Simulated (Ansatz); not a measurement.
# WSe2: a line through a two-coordinate scan

One table from this session's results is given with a row withheld; the runs are named, their logs left out.

Computed with Ansatz 0.2.0 (DFT PBE+D3(BJ), scalar-relativistic, plane waves, PAW, unless a step's input says otherwise).

16 further runs of the same task are left out: 16 set aside as unsound or not needed.

### Starting point

It takes space group P-6m2 (No. 187, hexagonal). The conventional cell has a = 3.279 Å, b = 3.279 Å, c = 7.006 Å, α = 90.00°, β = 90.00°, γ = 120.00°. W (site symmetry -6m2) has 6 Se at 2.53 Å as nearest neighbours. Se (site symmetry 3m) is surrounded by 3 W at 2.53 Å.

As a file:

```
W Se
1.0
     3.27899    0.00000    0.00000
    -1.63949    2.83968    0.00000
     0.00000    0.00000    7.00562
W Se
1 2
Direct
  0.00000 0.00000 0.00000
  0.33333 0.66667 0.24055
  0.33333 0.66667 0.75945
```

It goes back to an entry of the Materials Project, which need not be the stable form.

It is the result of an earlier relaxation at this level (volume 21.74 Å³/atom; gap on the mesh: 1.34 eV).

### Plan of the line

The energy is mapped over two homogeneous strains (x along [1 0 0], y along [1 2 0], z along [0 0 1] of the conventional cell).

First coordinate, strain +e along x and -e along y: 7 values from −15 to 15 %. Second coordinate, strain +e along z and -e/2 along x and y: 7 values from −7.00 %.

Nothing else is relaxed (fractional coordinates fixed). Energies count from the relaxed crystal. Points are written as (first, second).

Set-up of the first run:

Contents of input.yaml:

```yaml
crystal:
  lattice:
    - [2.874522633, 0.0, 0.0]
    - [-1.4372613165, 3.0573465711, 0.0]
    - [0.0, 0.0, 7.3327815212]
  atoms:
    - { symbol: W, position: [0.0, 0.0, 0.0] }
    - { symbol: Se, position: [0.3333333333, 0.6666666667, 0.2405528385] }
    - { symbol: Se, position: [0.3333333333, 0.6666666667, 0.7594471615] }
basis:
  ecutwfc: 420
kpoints:
  mp_grid: { grid: [9, 9, 4] }
hamiltonian:
  xc: pbe
  pseudopotentials: { kind: paw, azcp: { folder: soft_1 } }
  dispersion: d3bj
scf:
  occupations: { method: gaussian, width: 0.05 }
output:
  forces: true
  stress: true
  eigenvalues: true
```

The run is started by

```
$ ansatz run input.yaml --threads 1 --pin off --max-ram 2048MiB --backend cpu --events-out ev --progress --plain --runs-dir out
```

Steps of the session up to this table: Point (−10 %, 4.67 %); Grid point (−5 %, 4.67 %); The run at (0 %, 4.67 %); Grid point (5 %, 4.67 %); Grid point (15 %, 4.67 %).

One table of the session follows, with a row left open; its other results are not shown here.

It belongs to the step «The line in numbers». 

```
strain +e along x and -e along y (%)  energy (meV/atom)  slope (meV/atom per %)  pressure (GPa)  band gap on the k-mesh (eV)  largest force on an atom (eV/Å)
                                 −15                716                     −94            11.6                         0.00                             1.20
                                 −10                330                     −60             4.6                         0.00                             0.88
                                  −5                104                     −29             0.6                         0.74                             0.76
                                   0                 33                       0            −0.7                         1.10                             0.75
                                   5                 98                      25             0.5                         1.04                             0.79
                                  10                  ?                       ?               ?                            ?                                ?
                                  15                526                      55             9.0                         0.10                             3.05
```

**Question.** Estimate the row for strain +e along x and -e along y (%) = 10.

Worked estimate for «energy (meV/atom)». A straight line through the neighbours (5, 98) and (15, 526) gives 98 + (526 − 98) × (10 − 5) / (15 − 5) = 312; a parabola fitted to 3 rows on both sides gives 262.

The run gave: energy (meV/atom): 275; slope (meV/atom per %): 44; pressure (GPa): 3.9; band gap on the k-mesh (eV): 0.70; largest force on an atom (eV/Å): 1.69. In «energy (meV/atom)» the line misses by +37 and the parabola by -13.

Energies count from the relaxed crystal. Rows without a step come from runs not printed here or follow by symmetry. Slopes come from the forces (and the stress, where the cell changes), not from differences of energies.

To keep in mind: A rigid map gives upper bounds: relaxing the other coordinates can only lower a point.
